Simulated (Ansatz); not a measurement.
Here is an Ansatz 0.2.0 calculation.

The input input.yaml:

```yaml
crystal:
  lattice:
    - [1.816178, -2.117624, 0.0]
    - [1.816178, 2.117624, 0.0]
    - [0.0, 0.0, 3.803934]
  atoms:
    - { symbol: Ti, position: [0.5, 0.5, 0.0] }
    - { symbol: Si, position: [0.0, 0.0, 0.5] }
hamiltonian:
  xc: pbesol
  pseudopotentials: { kind: paw }
  hubbard: { sites: [{ species: Ti, l: d, u_eff: 1.0 }] }
kpoints:
  mp_grid: { grid: [10, 10, 7] }
scf:
  occupations: { method: fermi_dirac, width: 0.05 }
  n_extra_bands: 6
output:
  forces: true
  stress: true
  eigenvalues: true
  dos: { projected: true, de: 0.05, nscf_kmesh: { grid: [15, 15, 11] } }
```

Potentials or basis: Ansatz PAW.

Run with:

```bash
$ ansatz run input.yaml --threads 2 --pin off --max-ram 5632MiB --backend cpu --events-out ev --progress --plain --runs-dir out
```

(1) What does it give for the pressure?

(2) What does it give for the band gap on the k mesh?

(3) Estimate the density of states at the Fermi level.

## Answers

(1) -3.0 GPa.

(2) none (metal or under the smearing width).

(3) 0.99 states/eV per cell.

Caveat: U without spin polarisation on a metal has little footing; the PAW data sets come from PBE, with cores solved anew for the run's functional, which leaves a small shift of forces and pressure; the U is typed as a test and isn't derived for this compound.
